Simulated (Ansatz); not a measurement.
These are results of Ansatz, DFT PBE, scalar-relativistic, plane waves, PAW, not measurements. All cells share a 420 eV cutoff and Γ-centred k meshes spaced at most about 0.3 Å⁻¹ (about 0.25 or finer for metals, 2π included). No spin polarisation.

These are static total energies at zero pressure.

Two relaxed structures of Mg₅O:

A.

```
CELL_PARAMETERS angstrom
3.12612 0.00000 0.00000
-1.56306 2.70730 0.00000
0.00000 0.00000 25.87365
ATOMIC_POSITIONS crystal
Mg 0.00000 0.00000 0.00000
Mg 0.66667 0.33333 0.90489
Mg 0.33333 0.66667 0.09511
Mg 0.33333 0.66667 0.80436
Mg 0.00000 0.00000 0.70283
Mg 0.66667 0.33333 0.19565
Mg 0.00000 0.00000 0.29717
Mg 0.00000 0.00000 0.50000
Mg 0.66667 0.33333 0.60173
Mg 0.33333 0.66667 0.39827
O 0.66667 0.33333 0.04688
O 0.33333 0.66667 0.95312
```

B.

```
CELL_PARAMETERS angstrom
-1.55305 1.55305 11.35302
1.55305 -1.55305 11.35302
1.55305 1.55305 -11.35302
ATOMIC_POSITIONS crystal
Mg 0.39973 0.39973 0.00000
Mg 0.60027 0.60027 0.00000
Mg 0.00000 0.00000 0.00000
Mg 0.19948 0.19948 0.00000
Mg 0.80053 0.80053 0.00000
O 0.50000 0.50000 0.00000
```

Question: Which is lower in energy, and by how much?

Answer: A is lower, by 108 meV/atom. A has space group P-3m1 (No. 164), 18.2 Å³/atom and no gap on its mesh; B has space group I4/mmm (No. 139), 18.3 Å³/atom and no gap. Counting Mg atoms around O (those within 1.25 times the shortest such distance or 1.15 times the sum of covalent radii), A and B both have O 6. Both come from invented guesses.

Cells relaxed within their symmetry can be saddle points.
